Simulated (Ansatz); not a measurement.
# Bi2Se3: the cost of one run

Computed with Ansatz 0.2.0 (DFT PBE, scalar-relativistic, unless a step's input says otherwise).

### 1 The structure to begin with

Symmetry: R-3m, No. 166, trigonal system. The conventional cell has a = 4.143 Å, b = 4.143 Å, c = 28.636 Å, α = 90.00°, β = 90.00°, γ = 120.00°. Around Bi (site symmetry 3m) lie 6 Se at 2.85 to 3.07 Å. Around Se (site symmetry -3m) lie 6 Bi at 3.07 Å. Se (site symmetry 3m) has 3 Bi at 2.85 Å as nearest neighbours.

Coordinates:

```
Bi Se
1.0
     2.07150    1.19598    9.54533
    -2.07150    1.19598    9.54533
     0.00000   -2.39196    9.54533
Bi Se
2 3
Cartesian
  0.0000 0.0000 11.4773
  0.0000 0.0000 17.1587
  0.0000 0.0000 0.0000
  0.0000 0.0000 6.0622
  0.0000 0.0000 22.5738
```

Atoms are numbered in the order of the input: Bi1, Bi2, Se3, Se4, Se5.

### 2 After the deformation

Space group R-3m before, P-1 after.

### 3 LAPW, all electrons

File input.yaml:

```yaml
crystal:
  lattice:
    - [2.0177927434, 1.1378965301, 9.5289926001]
    - [-2.1252058502, 1.1586115231, 9.5497075931]
    - [-0.0357668432, -2.4396880033, 9.5572898068]
  atoms:
    - { symbol: Bi, position: [0.4008, 0.4008, 0.4008] }
    - { symbol: Bi, position: [0.5992, 0.5992, 0.5992] }
    - { symbol: Se, position: [0.0, 0.0, 0.0] }
    - { symbol: Se, position: [0.2117, 0.2117, 0.2117] }
    - { symbol: Se, position: [0.7883, 0.7883, 0.7883] }
kpoints:
  mp_grid: { grid: [6, 6, 6] }
  band_path:
    path:
      - [0.0, 0.0, 0.0]
      - [0.0, 0.0, -0.5]
      - [0.5, 0.5, 0.5]
      - [0.0, 0.0, 0.0]
      - [0.0, -0.5, 0.0]
      - [0.5, 0.0, 0.0]
      - [0.0, 0.0, 0.0]
      - [0.5, 0.0, 0.5]
      - [0.0, -0.5, -0.5]
    npoints: 5
scf:
  occupations: { method: fermi_dirac, width: 0.03 }
hamiltonian:
  xc: pbe
  pseudopotentials: { kind: all_electron, lapw: { basis_error: 0.0005 } }
output:
  forces: true
  stress: true
  eigenvalues: true
```

Run with:

```sh
$ ansatz run input.yaml --threads 2 --pin off --max-ram 6144MiB --backend cpu --events-out ev --progress --plain --runs-dir out
```

**Question.** How long does this run take on 2 threads of Intel Xeon 6975P-C (Granite Rapids), shared host, and how much memory does it need?

About 95 s, with a peak of 1.9 GiB.
